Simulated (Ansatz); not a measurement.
The system is GaAs.

```
As Ga
1.0
     0.00000    2.82685    2.82685
     2.82685    0.00000    2.82685
     2.82685    2.82685    0.00000
As Ga
1 1
Direct
  0.75000 0.75000 0.75000
  0.00000 0.00000 0.00000
```

Program: Ansatz 0.2.0. Alike in all runs: task band structure; potentials or basis Ansatz PAW; cell as given; cutoff (eV) 420; smearing fermi-dirac 0.05 eV.

Order these runs on this cell by their pressure, lowest first.
A. level PBE; spin SOC, no magnetisation; k mesh 8 × 8 × 8; points for each segment of the path 14
B. level SVWN5; spin off; k mesh 8 × 8 × 8; points for each segment of the path 14
C. level HF; spin off; k mesh 5 × 5 × 5; points for each segment of the path 4

B (-2.0 GPa), A (3.3 GPa), C (4.8 GPa).

Caveats: the PAW data sets come from PBE, with cores solved anew for the run's functional, which leaves a small shift of forces and pressure (some runs); the thresholds are loose for stress (some runs).
